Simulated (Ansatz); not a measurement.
# CdTe (zincblende): other levels of theory at one geometry

The task here is to estimate one member of a computed series from the others.

Computed with Ansatz 0.2.0 (DFT at several levels, plane waves, PAW, unless a step's input says otherwise).

1 further run of the same task is left out (it didn't finish). Runs told in other sessions of the task aren't counted.

## The system as given

Symmetry: F-43m, No. 216, cubic system. Conventional cell: a = 6.618 Å, b = 6.618 Å, c = 6.618 Å, α = 90.00°, β = 90.00°, γ = 90.00°. Around Cd (site symmetry -43m) lie 4 Te at 2.87 Å. Te (site symmetry -43m) has 4 Cd at 2.87 Å in its first shell of neighbours.

Coordinates:

```cif
data_structure
_symmetry_space_group_name_H-M 'F-43m'
_symmetry_Int_Tables_number 216
_cell_length_a 6.6182
_cell_length_b 6.6182
_cell_length_c 6.6182
_cell_angle_alpha 90.000
_cell_angle_beta 90.000
_cell_angle_gamma 90.000
_cell_volume 289.88
loop_
_atom_site_label
_atom_site_type_symbol
_atom_site_symmetry_multiplicity
_atom_site_Wyckoff_symbol
_atom_site_fract_x
_atom_site_fract_y
_atom_site_fract_z
_atom_site_occupancy
Cd1 Cd 4 a 0.00000 0.00000 0.00000 1
Te1 Te 4 d 0.25000 0.25000 0.75000 1
```

This cell comes from an earlier session at PBE: 36.235 Å³/atom at 0.00 GPa, on a 10×10×10 mesh, gap on the mesh 0.59 eV.

Levels to run: PBE+SOC; r²SCAN; PBEsol; LDA; HSE06. Hardware: 2 threads of Arm Neoverse V2, shared host.

Set-up of the first run:

File input.yaml:

```yaml
crystal:
  lattice:
    - [0.0, 3.3090893088, 3.3090893088]
    - [3.3090893088, 0.0, 3.3090893088]
    - [3.3090893088, 3.3090893088, 0.0]
  atoms:
    - { symbol: Cd, position: [0.0, 0.0, 0.0] }
    - { symbol: Te, position: [0.25, 0.25, 0.25] }
basis:
  ecutwfc: 420
  ecutrho_ratio: 4
kpoints:
  mp_grid: { grid: [10, 10, 10] }
hamiltonian:
  xc: pbe
scf:
  occupations: { method: gaussian, width: 0.05 }
output:
  forces: true
  stress: true
  eigenvalues: true
  populations: true
  dos: { projected: true, de: 0.02 }
  write_density: true
  write_potential: true
  elf: true
  volumetric_format: npy
magnetization:
  noncollinear: true
  spin_orbit: true
```

Command:

```sh
ansatz run input.yaml --threads 2 --pin off --max-ram 2662MiB --backend cpu --events-out ev --progress --plain --runs-dir out
```

Among the steps run: PBE+SOC; r²SCAN; PBEsol; LDA; HSE06.

One of the session's tables, all rows but one given; the rest of the session is left out.

| level | gap on the mesh (eV) | pressure (GPa) |
| --- | --- | --- |
| PBE | 0.59 | 0.0 |
| LDA | 0.33 | -3.5 |
| PBEsol | 0.48 | -2.1 |
| PBE+SOC | ? | ? |
| r²SCAN | 1.08 | -1.0 |
| HSE06 | 1.44 | -0.8 |

Q: Estimate the row for PBE+SOC from the others.

As computed: gap on the mesh (eV): 0.32; pressure (GPa): 0.0. In the column «gap on the mesh (eV)» it is the lowest.

The pressure runs from -3.5 GPa (LDA) to 0.0 GPa (PBE+SOC); a negative pressure means that level wants a smaller cell, a positive one a larger cell. The gap is widest with HSE06 (1.44 eV) and narrowest with PBE+SOC (0.32 eV). Total energies of different levels have different zeros and can't be compared.

To keep in mind: Warnings in the runs' records: stress exchange threshold loose, stress scf threshold loose.
